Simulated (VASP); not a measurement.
# CaSe (R-3m) in VASP: single point with PBE

Aim: the single point of CaSe with PBE.

Program: VASP 6.6.1. These are calculated values, not measurements. Logs are shortened: lines on timing, memory, paths and dates and some standing lists are left out, and cuts for length are marked.

## 1. The cell of the first run

Symmetry: R-3m, No. 166, trigonal system. Conventional cell: a = 4.197 Å, b = 4.197 Å, c = 10.873 Å, α = 90.00°, β = 90.00°, γ = 120.00°. Ca (site symmetry -3m) has 6 Se at 3.03 Å as nearest neighbours. Se (site symmetry -3m) has 6 Ca at 3.03 Å as nearest neighbours.

The cell was built by a generator and needn't be a form met in nature.

## 2. Single point, PBE (shear_111 strain +5.8%)

INCAR reads:

```
SYSTEM = CaSe
PREC = Accurate
ENCUT = 520
EDIFF = 1E-6
ISMEAR = -1
SIGMA = 0.02
LREAL = .FALSE.
LASPH = .TRUE.
NELM = 100
ALGO = Normal
ISIF = 2
LWAVE = .FALSE.
LCHARG = .FALSE.
GGA = PE
NBANDS = 15
```

KPOINTS reads:

```
Automatic mesh
0
G
  8 8 8
  0 0 0
```

POSCAR reads:

```
CaSe
1.0
    0.1141511840      3.0816862956      3.0816862956
    3.0816862956      0.1141511840      3.0816862956
    3.0816862956      3.0816862956      0.1141511840
Ca Se
1 1
Direct
    0.0000000000      0.0000000000      0.0000000000
    0.5000000000      0.5000000000      0.5000000000
```

Potentials or basis: VASP PAW PBE potentials, release 64 (Ca_sv, Se).

The run is started by

```sh
$ cat potpaw_PBE.64/Ca_sv/POTCAR potpaw_PBE.64/Se/POTCAR > POTCAR
$ mpirun -np 1 vasp_std > vasp.out
```

OUTCAR:

```text
SYSTEM = CaSe
   PREC = Accurate
   ENCUT = 520
   EDIFF = 1E-6
   ISMEAR = -1
   LREAL = .FALSE.
   LASPH = .TRUE.
   NELM = 100
   ISIF = 2
   GGA = PE

 ion  position               nearest neighbor table
   1  0.000  0.000  0.000-
   2  0.500  0.500  0.500-

  LATTYP: Found a trigonal (rhomboedric) cell.
 ALAT       =     4.3596572505
 COS(alpha) =     0.5366736090

  Lattice vectors:

 A1 = (   0.1141511840,   3.0816862956,   3.0816862956)
 A2 = (   3.0816862956,   0.1141511840,   3.0816862956)
 A3 = (   3.0816862956,   3.0816862956,   0.1141511840)

Analysis of symmetry for initial positions (statically):
=====================================================================
 Subroutine PRICEL returns:
 Original cell was already a primitive cell.

 Routine SETGRP: Setting up the symmetry group for a
 trigonal (rhombohedral) supercell.

 Subroutine GETGRP returns: Found 12 space group operations
 (whereof 12 operations were pure point group operations)
 out of a pool of 12 trial point group operations.

The static configuration has the point symmetry D_3d.

Analysis of symmetry for dynamics (positions and initial velocities):
=====================================================================
 Subroutine PRICEL returns:
 Original cell was already a primitive cell.

 Routine SETGRP: Setting up the symmetry group for a
 trigonal (rhombohedral) supercell.

 Subroutine GETGRP returns: Found 12 space group operations
 (whereof 12 operations were pure point group operations)
 out of a pool of 12 trial point group operations.

The dynamic configuration has the point symmetry D_3d.

 Subroutine INISYM returns: Found 12 space group operations
 (whereof 12 operations are pure point group operations),
 and found     1 'primitive' translations

----------------------------------------------------------------------------------------

                                     Primitive cell

  volume of cell :      55.2815

  direct lattice vectors                    reciprocal lattice vectors
     0.114151184  3.081686296  3.081686296    -0.171553844  0.165426162  0.165426162
     3.081686296  0.114151184  3.081686296     0.165426162 -0.171553844  0.165426162
     3.081686296  3.081686296  0.114151184     0.165426162  0.165426162 -0.171553844

  length of vectors
     4.359657250  4.359657250  4.359657250     0.290107483  0.290107483  0.290107483

  position of ions in fractional coordinates (direct lattice)
     0.000000000  0.000000000  0.000000000
     0.500000000  0.500000000  0.500000000

  ion indices of the primitive-cell ions
   primitive index   ion index
                 1           1
                 2           2

----------------------------------------------------------------------------------------

 KPOINTS: Automatic mesh

Automatic generation of k-mesh.
 Grid dimensions read from file:
 generate k-points for:    8    8    8

 Generating k-lattice:

  Cartesian coordinates                     Fractional coordinates (reciprocal lattice)
    -0.021444230  0.020678270  0.020678270     0.125000000  0.000000000 -0.000000000
     0.020678270 -0.021444230  0.020678270     0.000000000  0.125000000 -0.000000000
     0.020678270  0.020678270 -0.021444230     0.000000000  0.000000000  0.125000000

  Length of vectors
     0.036263435  0.036263435  0.036263435

  Shift w.r.t. Gamma in fractional coordinates (k-lattice)
     0.000000000  0.000000000  0.000000000

 Subroutine IBZKPT returns following result:
 ===========================================

 Found     65 irreducible k-points:

 Following reciprocal coordinates:
            Coordinates               Weight
  0.000000  0.000000  0.000000      1.000000
  0.125000 -0.000000 -0.000000      6.000000
  0.250000 -0.000000 -0.000000      6.000000
  0.375000  0.000000  0.000000      6.000000
  0.500000 -0.000000 -0.000000      3.000000
  0.125000  0.125000  0.000000      6.000000
[... 16 lines left out ...]
  0.250000  0.125000  0.125000      6.000000
  0.375000  0.125000  0.125000      6.000000
 [... further k-points ...]
   k-points           NKPTS =     65   k-points in BZ     NKDIM =     65   number of bands    NBANDS=     15
   number of dos      NEDOS =    301   number of ions     NIONS =      2
   total plane-waves  NPLWV =  32768
   dimension x,y,z NGX =    32 NGY =   32 NGZ =   32
   dimension x,y,z NGXF=    64 NGYF=   64 NGZF=   64
   ions per type =               1   1
   NGX,Y,Z   is equivalent  to a cutoff of  12.20, 12.20, 12.20 a.u.
   NGXF,Y,Z  is equivalent  to a cutoff of  24.40, 24.40, 24.40 a.u.
 SYSTEM =  CaSe
   PREC   = accura    normal or accurate (medium, high low for compatibility)
   ISTART =      0    job   : 0-new  1-cont  2-samecut
   ICHARG =      2    charge: 1-file 2-atom 10-const
   ISPIN  =      1    spin polarized calculation?
   LNONCOLLINEAR =      F non collinear calculations
   LSORBIT =      F    spin-orbit coupling
   LASPH  =      T    aspherical Exc in radial PAW
   ENCUT  =  520.0 eV  38.22 Ry    6.18 a.u.   8.11  8.11  8.11*2*pi/ulx,y,z
   NELM   =    100;   NELMIN=  2; NELMDL= -5     # of ELM steps
   EDIFF  = 0.1E-05   stopping-criterion for ELM
   LREAL  =      F    real-space projection
   EDIFFG = 0.1E-04   stopping-criterion for IOM
   NSW    =      0    number of steps for IOM
   IBRION =     -1    ionic relax: 0-MD 1-quasi-New 2-CG
   NFREE  =      0    steps in history (QN), initial steepest desc. (CG)
   ISIF   =      2    stress and relaxation
   ISYM   =      2    0-nonsym 1-usesym 2-fastsym
   POTIM  = 0.5000    time-step for ionic-motion
   TEBEG  =    0.0;   TEEND  =   0.0 temperature during run
   PSTRESS=    0.0 pullay stress
   NELECT =      16.0000    total number of electrons
   NUPDOWN=      -1.0000    fix difference up-down
   EMIN   =  10.00;   EMAX   =-10.00  energy-range for DOS
   EFERMI =   0.00;   METHOD = LEGACY
   ISMEAR =    -1;   SIGMA  =   0.02  broadening in eV -4-tet -1-fermi 0-gaus
   EFERMI_NEDOS =   21; number of points for ismear=-14 and -15
   IALGO  =     38    algorithm
   IMIX   =      4    mixing-type and parameters
     AMIX     =   0.40;   BMIX     =  1.00
     AMIX_MAG =   1.60;   BMIX_MAG =  1.00
  volume/ion in A,a.u.               =      27.64       186.53
  Fermi-wavevector in a.u.,A,eV,Ry     =   1.082899  2.046383 15.955160  1.172671
  Thomas-Fermi vector in A             =   2.218952
   LORBIT       =      0    0 simple, 1 ext, 2 COOP (PROOUT), +10 PAW based schemes
   GGA     = PE    functional components
   LHFCALC =     F    Hartree Fock is set to
   AEXX    =    0.0000 exact exchange contribution
   IVDW    =     0    specifies the selected vdW correction
   LEPSILON=     F    determine dielectric tensor
   LRPA    =     F    only Hartree local field effects (RPA)
 non-spin polarized calculation
  energy-cutoff  :      520.00
  volume of cell :       55.28
 maximum number of plane-waves:      1504
   NGX = 17   NGY = 17   NGZ = 17

 number of electron      15.9999997 magnetization

 Free energy of the ion-electron system (eV)
  ---------------------------------------------------
  ext. energy  EPLUGINS =         0.00000000
  ---------------------------------------------------
  free energy    TOTEN  =        -9.45323413 eV

  energy without entropy =       -9.45323413  energy(sigma->0) =       -9.45323413

 E-fermi :   2.6619     XC(G=0):  -8.8810

 val. band max:        2.1249417089   @ k =   0.0000   0.0000   0.0000
 cond. band min:       4.1673100294   @ k =   0.5000   0.5000   0.0000
 fundamental gap:      2.0423683206
 Fermi energy:         2.6618661837

 k-point     1 :       0.0000    0.0000    0.0000
  band No.  band energies     occupation
      1     -37.9601      2.00000
      2     -18.9466      2.00000
      3     -18.9466      2.00000
      4     -18.9312      2.00000
      5      -9.5673      2.00000
      6       1.8039      2.00000
      7       2.1249      2.00000
      8       2.1249      2.00000
      9       4.8900      0.00000
     10       5.6022      0.00000
     11       5.8277      0.00000
     12       5.8277      0.00000
     13       6.2504      0.00000
     14       6.2504      0.00000
     15      11.6325      0.00000

 k-point     2 :       0.1250   -0.0000   -0.0000
  band No.  band energies     occupation
      1     -37.9594      2.00000
      2     -18.9590      2.00000
      3     -18.9480      2.00000
      4     -18.9322      2.00000
      5      -9.4866      2.00000
      6       1.3419      2.00000
      7       1.6440      2.00000
      8       1.9076      2.00000
      9       5.2933      0.00000
     10       5.8418      0.00000
     11       6.0063      0.00000
     12       6.2160      0.00000
     13       6.6079      0.00000
     14       6.6348      0.00000
     15      11.7216      0.00000

 k-point     3 :       0.2500   -0.0000   -0.0000
  band No.  band energies     occupation
      1     -37.9576      2.00000
      2     -18.9895      2.00000
      3     -18.9513      2.00000
      4     -18.9340      2.00000
      5      -9.2825      2.00000
      6       0.1918      2.00000
      7       1.2181      2.00000
      8       1.4840      2.00000
      9       5.5926      0.00000
     10       6.2178      0.00000
     11       6.4807      0.00000
     12       7.3732      0.00000
     13       7.5350      0.00000
     14       7.5967      0.00000
     15      11.1299      0.00000
[... 343 lines left out ...]
 k-point    23 :       0.2500    0.1250    0.1250
  band No.  band energies     occupation
      1     -37.9586      2.00000
      2     -18.9645      2.00000
      3     -18.9475      2.00000
      4     -18.9449      2.00000
      5      -9.3835      2.00000
      6       0.5482      2.00000
      7       1.5511      2.00000
      8       1.6378      2.00000
      9       5.7730      0.00000
     10       6.1163      0.00000
     11       6.1165      0.00000
     12       6.4605      0.00000
     13       7.2052      0.00000
     14       7.3919      0.00000
     15      11.4875      0.00000

 k-point    24 :       0.3750    0.1250    0.1250
  band No.  band energies     occupation
      1     -37.9568      2.00000
      2     -18.9944      2.00000
      3     -18.9509      2.00000
      4     -18.9461      2.00000
      5      -9.1859      2.00000
      6      -0.1748      2.00000
      7       0.9894      2.00000
      8       1.2839      2.00000
      9       5.8572      0.00000
     10       6.5469      0.00000
     11       6.9382      0.00000
     12       7.0726      0.00000
     13       7.9914      0.00000
     14       8.4361      0.00000
     15      10.9090      0.00000

 [... further k-points ...]
[... 5 lines left out ...]
  --------------------------------------------------------------------------------------
  -------------------------------------------------------------------------------------
  Total       -0.6335697     -0.6335697     -0.6335697     -0.3676403     -0.3676403     -0.3676403
  in kB      -18.3622058    -18.3622058    -18.3622058    -10.6550048    -10.6550048    -10.6550048
  external PRESSURE =     -18.3622058 kB  Pullay stress =       0.0000000 kB

 VOLUME and BASIS-vectors are now :
 -----------------------------------------------------------------------------
  energy-cutoff  :      520.00
  volume of cell :       55.28
      direct lattice vectors                 reciprocal lattice vectors
     0.114151184  3.081686296  3.081686296    -0.171553844  0.165426162  0.165426162
     3.081686296  0.114151184  3.081686296     0.165426162 -0.171553844  0.165426162
     3.081686296  3.081686296  0.114151184     0.165426162  0.165426162 -0.171553844

 POSITION                                       TOTAL-FORCE (eV/Angst)
 -----------------------------------------------------------------------------------
      0.00000      0.00000      0.00000         0.000000      0.000000      0.000000
      3.13876      3.13876      3.13876        -0.000000     -0.000000     -0.000000
 -----------------------------------------------------------------------------------
    total drift:                                0.000000     -0.000000     -0.000000

  FREE ENERGIE OF THE ION-ELECTRON SYSTEM (eV)
  ---------------------------------------------------
  free  energy   TOTEN  =        -9.4532341309 eV

  energy  without entropy=       -9.4532341309  energy(sigma->0) =       -9.45323413
```

It took 16 s on 1 thread of Intel Xeon 6975P-C (Granite Rapids), shared host; peak memory 0.2 GiB.

Results:

| Quantity | Value |
| --- | --- |
| Free energy | -9.4532 eV |
| Pressure | -1.8 GPa |
| Band gap on the k mesh | 2.04 eV, indirect (least direct gap 2.77 eV) |
